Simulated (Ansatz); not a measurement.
# ZnSe (Stilleite) (F-43m) in Ansatz: a series of runs

One crystal, ZnSe (Stilleite), is run at these levels: r2SCAN+rVV10, PBE; tasks: relaxation of cell and atoms, single point.

All numbers are computed with Ansatz 0.2.0; they aren't measurements. Logs are shortened: lines on timing, memory, paths and dates and some standing lists are left out, and cuts for length are marked.

**Experimental background.**

From “Alloy Disordering Effects on the Thermal Conductivity and Energy Gap Temperature Dependence of Cd1−xZnxSe Ternary Crystals Grown by the Bridgman Method”, 2023, pmc:10253836, for a bulk crystal of ZnSe at 300 K: band gap 2.695 ± 0.003 eV (an exciton energy, a little under the gap).

The runs below are set against these values where they give the same quantity.

**1. The structure**

It takes space group F-43m (No. 216, cubic). Conventional cell: a = 5.668 Å, b = 5.668 Å, c = 5.668 Å, α = 90.00°, β = 90.00°, γ = 90.00°. Se (site symmetry -43m) is surrounded by 4 Zn at 2.45 Å. Zn (site symmetry -43m) has 4 Se at 2.45 Å as nearest neighbours.

**2. Relaxation of cell and atoms, r2SCAN+rVV10**

Input file input.yaml:

```yaml
crystal:
  lattice:
    - [0.0, 2.8338, 2.8338]
    - [2.8338, 0.0, 2.8338]
    - [2.8338, 2.8338, 0.0]
  atoms:
    - { symbol: Se, position: [0.75, 0.75, 0.75] }
    - { symbol: Zn, position: [0.0, 0.0, 0.0] }
hamiltonian:
  xc: r2scan
  pseudopotentials: { kind: paw }
  dispersion: rvv10
kpoints:
  mp_grid: { grid: [8, 8, 8] }
scf:
  occupations: { method: fermi_dirac, width: 0.05 }
output:
  forces: true
  stress: true
relax:
  f_tol: 0.01
  max_steps: 40
  cell: { stress_tol: 0.05 }
```

Potentials or basis: Ansatz PAW.

The run is started by

```sh
> ansatz run input.yaml --threads 2 --pin off --max-ram 5120MiB --backend cpu --events-out ev --progress --plain --runs-dir out
```

The log of the run:

```text
Warning: RAYON_NUM_THREADS=2 ignored (pool sized by the plan → 2); use --threads N
Engine: ansatz 0.2.0, x86_64-unknown-linux-gnu
Pseudopotentials: kind: paw
Pseudopotential: Se, paw, valence charge 16, recommended cutoff 500 eV (meta_gga), Se.paw.azcp
Pseudopotential: Zn, paw, valence charge 12, recommended cutoff 500 eV (meta_gga), Zn.paw.azcp
Functional definition: r2SCAN+rVV10
  parameter k0 = 0.174
  parameter k1 = 0.065
  parameter a1 = 4.9479
  exchange = r2scan_x(k0 = k0, k1 = k1, a1 = a1)
  correlation = r2scan_c + rvv10(11.95, 0.0093)
Crystal: 2 atoms, lattice volume = 45.513 Å³
Basis set: ecut = 500 eV, 1139 PW (Γ), exchange–correlation on 144×144×144 points (64 copies of the dense FFT grid, shifted against one another)
Bands: 18, of which v1, the nominal top of the filled ones, is band 14 counted from 1 (13 counted from 0)
Symmetry: 24 space group operations
Space group: F-43m (ITA 216), of the structure as read, at distance tolerance 3.6e-5 Å
k-points: 29 of 512 (time reversal used)
Non-local potential: Se, projectors of the file, l = 0: 2, l = 1: 2, l = 2: 3, l = 3: 1
Non-local potential: Zn, projectors of the file, l = 0: 2, l = 1: 2, l = 2: 3, l = 3: 1
PAW form: soft (Blöchl's): semilocal exchange-correlation on the pseudo side does not see the compensation charge
rVV10 density: all electrons in the spheres
PAW frozen core: Se, regenerated for the run's functional (the file was generated under x = pbe(κ = 0.804, μ = 0.2195149727645171), c = pbe(β = 0.06672455060314922))
PAW frozen core: Zn, regenerated for the run's functional (the file was generated under x = pbe(κ = 0.804, μ = 0.2195149727645171), c = pbe(β = 0.06672455060314922))
PAW one-centre angular grid: Se, 590 points (default); XC on 160 Gauss nodes
PAW one-centre angular grid: Zn, 590 points (default); XC on 261 of its mesh's 2673 points in the sphere
Initial density: superposition of atomic densities (neutral atoms: chi_scale 0, normalization atom), corrected by the library's trained network
Initial wavefunctions: pseudopotential atomic-orbital guess
Functional: x = r2scan, c = r2scan + rvv10(b = 11.95, C = 0.0093); τ floored in thin density (d = 2e-4 eV/Å³)
SCF iter   1: F=—  HF=-8803.038963 eV  |F-HF|=—  |Δ(HF+E_count)|=         —  Δρ=1.32e-2  dr2=3.57e-2  dr2_τ=5.29e-3  ethr=1.77e-3  ⟨swp⟩=5.5  Hψ=2685  notcnv=0
preconditioner: auto → none  [insulator: Δε(μ)=1.803 eV  Ē_g=12.675 eV  σ=0.050 eV  W_gap=1.00  n_scr=14 (ndim 8)  ℏωp=23.4 eV  f_vac=0.119  D(μ)=0.00/eV (n_scr^D=0)  ε∞_Penn≈4.4]
SCF iter   2: F=—  HF=-8803.042098 eV  |F-HF|=—  |Δ(HF+E_count)|=   3.14e-3  Δρ=3.07e-3  dr2=5.23e-3  dr2_τ=1.82e-4  ethr=1.28e-4  ⟨swp⟩=2.0  Hψ=1103  notcnv=0
SCF iter   3: F=—  HF=-8803.038949 eV  |F-HF|=—  |Δ(HF+E_count)|=   3.15e-3  Δρ=2.62e-3  dr2=1.30e-3  dr2_τ=1.65e-5  ethr=1.87e-5  ⟨swp⟩=2.0  Hψ=870  notcnv=0
SCF iter   4: F=—  HF=-8803.039234 eV  |F-HF|=—  |Δ(HF+E_count)|=   2.85e-4  Δρ=4.71e-4  dr2=5.66e-5  dr2_τ=3.07e-6  ethr=4.63e-6  ⟨swp⟩=2.0  Hψ=981  notcnv=0
SCF iter   5: F=—  HF=-8803.039225 eV  |F-HF|=—  |Δ(HF+E_count)|=   8.81e-6  Δρ=4.54e-5  dr2=7.67e-7  dr2_τ=2.46e-8  ethr=2.02e-7  ⟨swp⟩=2.0  Hψ=928  notcnv=0
SCF iter   6: F=—  HF=-8803.039225 eV  |F-HF|=—  |Δ(HF+E_count)|=   1.32e-7  Δρ=2.16e-5  dr2=1.81e-7  dr2_τ=4.64e-9  ethr=3.57e-10  ⟨swp⟩=5.0  Hψ=2051  notcnv=0
SCF iter   7: F=-8803.039225 eV  HF=-8803.039225 eV  |F-HF|=1.79e-9  |Δ(HF+E_count)|=   1.94e-8  Δρ=7.59e-6  dr2=1.87e-8  dr2_τ=7.76e-11  ethr=3.57e-10  ⟨swp⟩=4.0  Hψ=1701  notcnv=0
SCF 1 converged in 7 iterations: F = -8803.039225 eV  dr2 = 1.87e-8
[... 32 lines left out ...]
SCF iter   2: F=—  HF=-8803.041246 eV  |F-HF|=—  |Δ(HF+E_count)|=   3.06e-6  Δρ=2.17e-5  dr2=5.12e-8  dr2_τ=4.16e-8  ethr=2.02e-10  ⟨swp⟩=2.0  Hψ=853  notcnv=0
SCF iter   3: F=—  HF=-8803.041247 eV  |F-HF|=—  |Δ(HF+E_count)|=   3.87e-7  Δρ=9.32e-6  dr2=2.59e-8  dr2_τ=2.15e-9  ethr=1.83e-10  ⟨swp⟩=2.0  Hψ=763  notcnv=0
SCF iter   4: F=—  HF=-8803.041247 eV  |F-HF|=—  |Δ(HF+E_count)|=  7.73e-10  Δρ=9.15e-7  dr2=8.49e-11  dr2_τ=7.76e-11  ethr=9.26e-11  ⟨swp⟩=2.0  Hψ=754  notcnv=0
SCF iter   5: F=-8803.041247 eV  HF=-8803.041247 eV  |F-HF|=7.28e-12  |Δ(HF+E_count)|=  8.59e-10  Δρ=1.31e-7  dr2=3.86e-12  dr2_τ=5.25e-13  ethr=1.00e-12  ⟨swp⟩=5.6  Hψ=2318  notcnv=0
SCF 4 converged in 5 iterations: F = -8803.041247 eV  dr2 = 3.86e-12
relax step   4: F+E_penalty+E_count = -8803.04124650 eV  Δ(F+E_penalty+E_count) = +9.502e-5 eV  max|allowed force component| = 4.395e-17 eV/Å  Δτ_max = 0.0000 Å  P = +0.002 GPa  Ω = 44.849 Å³  stress off target by 2.31e-3 GPa  SCF on the basis re-selected at this cell (its energy is not comparable with the rows above)  (5 SCF iters)
basis re-selected at this cell: Δ(F+E_penalty+E_count) = +9.502e-5 eV, ΔP = -0.003 GPa vs the last step (what re-selecting the basis moved, of the pressure what is left beyond the Pulay correction that the steps carried, after the strain that the cell walked since its last selection, with what the two solves' SCF thresholds leave and, on support functions, any second-order correction that the steps lacked; it is no measure of the basis error at this ecutwfc). This SCF's stress stands 2.31e-3 GPa from its target on what of the cell is left free (relax.cell.stress_tol is 5.00e-2 GPa) and its largest allowed force component is 4.39e-17 eV/Å (relax.f_tol is 1.00e-2 eV/Å): within both
SCF converged after 5 iterations
Free energy (F): -8803.041247 eV
Harris-Foulkes:  -8803.041247 eV  (|F-HF|=7.28e-12)
Internal energy: -8803.041247 eV  (E = F + TS)
E sigma→0 (E₀):  -8803.041247 eV
Fermi energy:    7.631834 eV
--- Per-component energies (eV) ---
  E_band       = -395.572356
  E_kinetic    = 249.695706
  E_local      = -4374.431884  (includes V_loc(G=0)·N_el)
  E_nonlocal   = 22.639361
  E_hartree    = 2030.422620
  E_xc         = -219.914094
  E_vxc        = -158.762265  (∫ρ·V_xc dr)
  E_paw        = -3775.197558  (= ΣΔE_a)
  E_vpaw       = -203.640223  (= ΣTr[D̂ρ^β])
  E_aug_tail   = -0.000187  (compensation charges beyond the density's cutoff)
  E_vtau       = 8.081980  (kinetic-family band-sum trace: ∫τ·v_τ [+ j·A + Jᵃ·Aᵃ] dr)
  E_ewald      = -2734.307821
  E_core_change = -1.947389  (= ΣΔE_core)
  E_smearing   = -0.000000  (= −TS)
  E_closure    = 0.000000  (closes the sum)
  Σ components = -8803.041247   (vs F -8803.041247, Δ=0.00e0)
--- Forces (eV/Å), atoms counted from 1 ---
  atom   1  Se     0.00000000    -0.00000000    -0.00000000
  atom   2  Zn    -0.00000000     0.00000000     0.00000000
  max |Σ_I F_I| component: 4.34e-17 eV/Å
--- Stress (GPa, compression-positive) ---
        0.002308      -0.000000       0.000000
       -0.000000       0.002308       0.000000
       -0.000000       0.000000       0.002308
  P = ⅓ Tr σ = 0.0023 GPa (0.023 kbar)
--- Relaxed structure (3 steps of the walk, 3 accepted, 1 SCFs on fresh bases) ---
  F+E_penalty+E_count = -8803.04124650 eV   max|allowed force component| = 4.395e-17 eV/Å   (the final SCF, on the basis selected at the relaxed cell)
  cell:  # Å, volume = 44.8491 Å³
    - [1.8470723619246513e-33, 2.819948718003269, 2.819948718003269]
    - [2.819948718003269, 3.987128615740799e-33, 2.819948718003269]
    - [2.819948718003269, 2.819948718003269, 3.872482745000648e-33]
  atoms:
    - { symbol: Se, position: [0.75, 0.75, 0.75] }
    - { symbol: Zn, position: [2.973372682156171e-34, -4.955621136926951e-34, -3.7096363939281756e-34] }
```

Run time: 13 s. Hardware: 2 threads of AMD EPYC 7B13 (Zen 3), shared host; peak memory 0.64 GiB.

What came out:

| Item | Value |
| --- | --- |
| Free energy | -8803.0412 eV |
| Relaxed volume | 22.42 Å³/atom |
| Relaxed cell | a = 3.988 Å, b = 3.988 Å, c = 3.988 Å, α = 60.00°, β = 60.00°, γ = 60.00° |
| Space group after relaxing (to 0.05 Å) | F-43m (No. 216) |
| Energy gained by relaxing | 1.0 meV/atom |
| Ionic steps | 4 |
| Pressure after relaxing | 0.0 GPa |
| Band gap on the k mesh | 1.88 eV |

The path:
```csv
step,energy change (eV),largest force (eV/Å),volume (Å³)
1,0.0000,0.0000,45.51
2,-0.0020,0.0000,44.99
3,-0.0021,0.0000,44.85
4,-0.0020,0.0000,44.85
```

Final structure:
```
CELL_PARAMETERS angstrom
0.00000 2.81995 2.81995
2.81995 0.00000 2.81995
2.81995 2.81995 0.00000
ATOMIC_POSITIONS crystal
Se 0.75000 0.75000 0.75000
Zn 0.00000 0.00000 0.00000
```

Caveat: the plane-wave basis is chosen anew once the cell has moved, so the energies of steps on either side of that aren't comparable; the PAW data sets come from PBE, with cores solved anew for the run's functional, which leaves a small shift of forces and pressure. A k mesh can miss the band edges.

**3. Single point, PBE**

Input file input.yaml:

```yaml
crystal:
  lattice:
    - [0.0, 2.8338, 2.8338]
    - [2.8338, 0.0, 2.8338]
    - [2.8338, 2.8338, 0.0]
  atoms:
    - { symbol: Se, position: [0.75, 0.75, 0.75] }
    - { symbol: Zn, position: [0.0, 0.0, 0.0] }
hamiltonian:
  xc: pbe
  pseudopotentials: { kind: paw }
kpoints:
  mp_grid: { grid: [8, 8, 8] }
scf:
  occupations: { method: fermi_dirac, width: 0.05 }
basis:
  ecutwfc: "350 eV"
output:
  forces: true
  stress: true
  eigenvalues: true
  write_density: true
  write_potential: true
  elf: true
  volumetric_format: npy
```

Potentials or basis: Ansatz PAW.

The run is started by

```sh
> ansatz run input.yaml --threads 2 --pin off --max-ram 5120MiB --backend cpu --events-out ev --progress --plain --runs-dir out
```

Wall time 1.1 s (2 threads of AMD EPYC 7B13 (Zen 3), shared host); peak memory 0.38 GiB.

It converged, with:

| Item | Value |
| --- | --- |
| Free energy | -8789.5167 eV |
| Pressure | 2.2 GPa |
| Band gap on the k mesh | 1.29 eV, direct |

Levels at points of the mesh, in eV from the valence-band top:
| k point | band 10 | band 11 | band 12 | band 13 | band 14 | band 15 | band 16 | band 17 | band 18 |
| --- | --- | --- | --- | --- | --- | --- | --- | --- | --- |
| (0.00, 0.00, 0.00) | -6.18 | -6.18 | 0.00 | 0.00 | 0.00 | 1.29 | 5.81 | 5.81 | 5.81 |
| (0.00, 0.00, -0.50) | -6.16 | -6.02 | -5.23 | -0.87 | -0.87 | 2.55 | 6.40 | 6.40 | 8.57 |
| (0.00, -0.50, -0.50) | -6.13 | -6.00 | -4.75 | -2.19 | -2.19 | 2.99 | 3.47 | 10.72 | 11.25 |

Caveat: the pressure holds a Pulay correction of +0.4 GPa for the finite cutoff; the cutoff lies under the one recommended for these potentials.

**4. Single point, PBE**

input.yaml: that of step 3 with these lines changed.

```diff
@@ -12,7 +12,5 @@
 kpoints:
-  mp_grid: { grid: [8, 8, 8] }
+  mp_grid: { grid: [14, 14, 14] }
 scf:
   occupations: { method: fermi_dirac, width: 0.05 }
-basis:
-  ecutwfc: "350 eV"
 output:
@@ -21,5 +19 @@
   eigenvalues: true
-  write_density: true
-  write_potential: true
-  elf: true
-  volumetric_format: npy
```

Potentials or basis: Ansatz PAW.

The run is started by

```sh
> ansatz run input.yaml --threads 2 --pin off --max-ram 5120MiB --backend cpu --events-out ev --progress --plain --runs-dir out
```

The log of the run:

```text
Warning: RAYON_NUM_THREADS=2 ignored (pool sized by the plan → 2); use --threads N
Engine: ansatz 0.2.0, x86_64-unknown-linux-gnu
Pseudopotentials: kind: paw
Pseudopotential: Se, paw, valence charge 16, recommended cutoff 420 eV (normal), Se.paw.azcp
Pseudopotential: Zn, paw, valence charge 12, recommended cutoff 420 eV (normal), Zn.paw.azcp
Functional definition: PBE
  parameter kappa = 0.804
  parameter beta = 0.06672455060314922
  exchange = pbe_x(kappa = kappa, mu = beta*pi^2/3)
  correlation = pbe_c(beta = beta)
Crystal: 2 atoms, lattice volume = 45.513 Å³
Basis set: ecut = 420 eV, 893 PW (Γ), exchange–correlation on 54×54×54 points (8 copies of the dense FFT grid, shifted against one another)
Bands: 18, of which v1, the nominal top of the filled ones, is band 14 counted from 1 (13 counted from 0)
Symmetry: 24 space group operations
Space group: F-43m (ITA 216), of the structure as read, at distance tolerance 3.6e-5 Å
k-points: 104 of 2744 (time reversal used)
Non-local potential: Se, projectors of the file, l = 0: 2, l = 1: 2, l = 2: 3, l = 3: 1
Non-local potential: Zn, projectors of the file, l = 0: 2, l = 1: 2, l = 2: 3, l = 3: 1
PAW form: soft (Blöchl's): semilocal exchange-correlation on the pseudo side does not see the compensation charge
PAW one-centre angular grid: Se, 590 points (default); XC on 64 Gauss nodes
PAW one-centre angular grid: Zn, 590 points (default); XC on 64 Gauss nodes
Initial density: superposition of atomic densities (neutral atoms: chi_scale 0, normalization atom), corrected by the library's trained network
Initial wavefunctions: pseudopotential atomic-orbital guess
Functional: x = pbe(κ = 0.804, μ = 0.2195149727645171), c = pbe(β = 0.06672455060314922)
SCF iter   1: F=—  HF=-8789.527205 eV  |F-HF|=—  |Δ(HF+E_count)|=         —  Δρ=8.29e-4  dr2=4.63e-4  ethr=1.77e-3  ⟨swp⟩=5.8  Hψ=9449  notcnv=0
preconditioner: auto → none  [insulator: Δε(μ)=1.281 eV  Ē_g=11.916 eV  σ=0.050 eV  W_gap=1.00  n_scr=14 (ndim 8)  ℏωp=23.4 eV  f_vac=0.121  D(μ)=0.00/eV (n_scr^D=0)  ε∞_Penn≈4.8]
SCF iter   2: F=—  HF=-8789.527012 eV  |F-HF|=—  |Δ(HF+E_count)|=   1.93e-4  Δρ=3.83e-4  dr2=3.54e-5  ethr=1.65e-6  ⟨swp⟩=2.0  Hψ=4086  notcnv=0
SCF iter   3: F=—  HF=-8789.527031 eV  |F-HF|=—  |Δ(HF+E_count)|=   1.93e-5  Δρ=1.73e-4  dr2=7.53e-6  ethr=1.26e-7  ⟨swp⟩=2.0  Hψ=2967  notcnv=0
SCF iter   4: F=—  HF=-8789.527032 eV  |F-HF|=—  |Δ(HF+E_count)|=   6.88e-7  Δρ=8.02e-5  dr2=1.14e-6  ethr=2.69e-8  ⟨swp⟩=2.0  Hψ=2704  notcnv=0
SCF iter   5: F=—  HF=-8789.527035 eV  |F-HF|=—  |Δ(HF+E_count)|=   3.73e-6  Δρ=1.57e-5  dr2=1.66e-7  ethr=4.07e-9  ⟨swp⟩=2.0  Hψ=3328  notcnv=0
SCF iter   6: F=-8789.527035 eV  HF=-8789.527035 eV  |F-HF|=8.31e-9  |Δ(HF+E_count)|=   3.33e-9  Δρ=4.24e-6  dr2=6.39e-9  ethr=3.57e-10  ⟨swp⟩=5.8  Hψ=8754  notcnv=0
SCF 1 converged in 6 iterations: F = -8789.527035 eV  dr2 = 6.39e-9
SCF converged after 6 iterations
Free energy (F): -8789.527035 eV
Harris-Foulkes:  -8789.527035 eV  (|F-HF|=8.31e-9)
Internal energy: -8789.527035 eV  (E = F + TS)
E sigma→0 (E₀):  -8789.527035 eV
Entropy (-TS):   -0.000000 eV (-0.000 meV/atom)
Fermi energy:    7.488050 eV
--- Per-component energies (eV) ---
  E_band       = -381.456877
  E_kinetic    = 250.137850
  E_local      = -4390.890907  (includes V_loc(G=0)·N_el)
  E_nonlocal   = 18.346864
  E_hartree    = 2034.662501
  E_xc         = -241.518177
  E_vxc        = -150.311032  (∫ρ·V_xc dr)
  E_paw        = -3739.321433  (= ΣΔE_a)
  E_vpaw       = -178.064122  (= ΣTr[D̂ρ^β])
  E_aug_tail   = -0.000889  (compensation charges beyond the density's cutoff)
  E_ewald      = -2720.942845
  E_smearing   = -0.000000  (= −TS)
  E_closure    = -0.000000  (closes the sum)
  Σ components = -8789.527035   (vs F -8789.527035, Δ=0.00e0)
--- Forces (eV/Å), atoms counted from 1 ---
  atom   1  Se     0.00000000     0.00000000    -0.00000000
  atom   2  Zn    -0.00000000     0.00000000     0.00000000
  max |Σ_I F_I| component: 1.71e-16 eV/Å
--- Stress (GPa, compression-positive) ---
        2.103734      -0.000000      -0.000000
       -0.000000       2.103734       0.000000
       -0.000000       0.000000       2.103734
  P = ⅓ Tr σ = 2.1037 GPa (21.037 kbar)
--- Band table (eV; the first three rows and the last of 104) ---
  k-point 0: bands = ["-40.0732", "-40.0732", "-40.0732", "-40.0688", "-40.0688", "-6.4846", "0.2399", "0.2399", "0.2399", "0.6113", "0.6113", "6.7778", "6.7778", "6.7778", "8.0662", "12.5891", "12.5891", "12.5891"]
  k-point 1: bands = ["-40.0732", "-40.0732", "-40.0732", "-40.0688", "-40.0688", "-6.4510", "0.2415", "0.2453", "0.2453", "0.6107", "0.6107", "6.1885", "6.7250", "6.7250", "8.5578", "12.5322", "12.6799", "12.6799"]
  k-point 2: bands = ["-40.0732", "-40.0732", "-40.0732", "-40.0688", "-40.0688", "-6.3545", "0.2501", "0.2601", "0.2601", "0.6096", "0.6096", "5.2103", "6.5847", "6.5847", "9.1850", "12.5647", "12.9060", "12.9060"]
  k-point 103: bands = ["-40.0732", "-40.0731", "-40.0729", "-40.0688", "-40.0687", "-5.4231", "0.3537", "0.4494", "0.5571", "0.6014", "0.9049", "2.0917", "4.0448", "4.1380", "11.9688", "12.1472", "14.0934", "14.7033"]
```

It took 2.9 s on 2 threads of AMD EPYC 7B13 (Zen 3), shared host; peak memory 0.43 GiB.

Results:

```yaml
Free_energy: -8789.5270 eV
Pressure: 2.1 GPa
Band_gap_on_the_k_mesh: 1.29 eV, direct
```

**5. The runs side by side**

```csv
task,level,cell,k mesh,cutoff (eV),gap on the mesh (eV),pressure (GPa)
relaxation of cell and atoms,r2SCAN+rVV10,relaxed,8 × 8 × 8,500,1.88,0.0
single point,PBE,as given,8 × 8 × 8,350,1.29,2.2
single point,PBE,as given,14 × 14 × 14,420,1.29,2.1
```

Alike in all rows: potentials or basis Ansatz PAW; no spin polarisation; smearing fermi-dirac 0.05 eV.

Caveats: the plane-wave basis is chosen anew once the cell has moved, so the energies of steps on either side of that aren't comparable (some runs); the PAW data sets come from PBE, with cores solved anew for the run's functional, which leaves a small shift of forces and pressure (some runs); the cutoff lies under the one recommended for these potentials (some runs).

Absolute energies hang on the potentials; compare differences alone.

**6. Against experiment**

Step 3. Against the measured gap of ZnSe, 2.695 eV (an exciton energy, a little under the gap; 300 K; “Alloy Disordering Effects on the Thermal Conductivity and Energy Gap Temperature Dependence of Cd1−xZnxSe Ternary Crystals Grown by the Bridgman Method”, 2023, pmc:10253836), the calculated 1.29 eV is off by -1.41 eV. So large a miss can be the level of theory's own, or it may mean another phase, state or a wrong row. Spin-orbit coupling on Se is left out. The value is that of PBE, without temperature or zero-point motion. Semilocal functionals fall short of measured gaps as a rule.

Step 4. A measured gap of ZnSe is 2.695 eV (an exciton energy, a little under the gap; 300 K; “Alloy Disordering Effects on the Thermal Conductivity and Energy Gap Temperature Dependence of Cd1−xZnxSe Ternary Crystals Grown by the Bridgman Method”, 2023, pmc:10253836); the calculated 1.29 eV misses it by -1.41 eV. So large a miss can be the level of theory's own, or it may mean another phase, state or a wrong row. Spin-orbit coupling on Se is left out. The value is that of PBE on a finite k mesh, which can miss the band edges, without temperature or zero-point motion. Semilocal functionals fall short of measured gaps as a rule.
